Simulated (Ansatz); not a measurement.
# MgS: the cost of one run

The runs shown are made with Ansatz 0.2.0. PAW datasets, plane waves. Simulation only: spin-unpolarised, and no claim that this is the phase found in nature.

### Step 1. The cell

The unstrained cell was relaxed with r2SCAN; in each strained cell the atoms were relaxed again with r2SCAN. Names of k-points are those of the unstrained zone, where strain can split equivalent points. First state: +3.0 % shear in the xy plane.

The symmetry is P2_1 (No. 4, monoclinic); conventional cell a = 3.976 Å, b = 6.454 Å, c = 4.029 Å, β = 118.7°, 22.67 Å³ an atom. Near Mg stand 4 S at 2.45–2.46 Å; near S stand 4 Mg at 2.45–2.46 Å.

The structure in full:

```
CELL_PARAMETERS angstrom
4.02863 0.06043 0.00000
-1.96198 3.45868 0.00000
0.00000 0.00000 6.45439
ATOMIC_POSITIONS crystal
Mg 0.33263 0.66663 0.99712
Mg 0.66737 0.33337 0.49712
S 0.32689 0.66699 0.37788
S 0.67311 0.33301 0.87788
```

From earlier runs on the unstrained cell: PBE 3.47 eV, r2SCAN 4.15 eV, HSE06 4.53 eV; a = 4.029 Å, c = 6.454 Å.

### Step 2. +3.0 % shear in the xy plane: PBE

input.yaml

```yaml
crystal:
  lattice:
    - [4.0286256282, 0.0604293844, 0.0]
    - [-1.9619794321, 3.4586774441, 0.0]
    - [0.0, 0.0, 6.4543928025]
  atoms:
    - { symbol: Mg, position: [0.3326343343, 0.6666285177, -0.0028759372] }
    - { symbol: Mg, position: [0.6673656657, 0.3333714823, 0.4971240628] }
    - { symbol: S, position: [0.3268904048, 0.66699001, 0.3778759372] }
    - { symbol: S, position: [0.6731095952, 0.33300999, 0.8778759372] }
kpoints:
  mp_grid: { grid: [12, 12, 4] }
  band_path:
    path:
      - [0.0, 0.0, 0.0]
      - [0.5, 0.0, 0.0]
      - [0.3333333333, 0.3333333333, 0.0]
      - [0.0, 0.0, 0.5]
      - [0.5, 0.0, 0.5]
      - [0.3333333333, 0.3333333333, 0.5]
    npoints: 1
hamiltonian:
  xc: pbe
scf:
  occupations: { method: fermi_dirac, width: 0.02 }
  n_extra_bands: 5
output:
  forces: true
  stress: true
  eigenvalues: true
```

Command:

```console
> ansatz run input.yaml --threads 2 --pin off --max-ram 2211MiB --backend cpu --events-out ev --progress --plain --runs-dir out
```

**Question.** How long does this run take on 2 threads of Arm Neoverse V2, shared host, and how much memory does it need?

About 18 s, with a peak of 0.64 GiB.
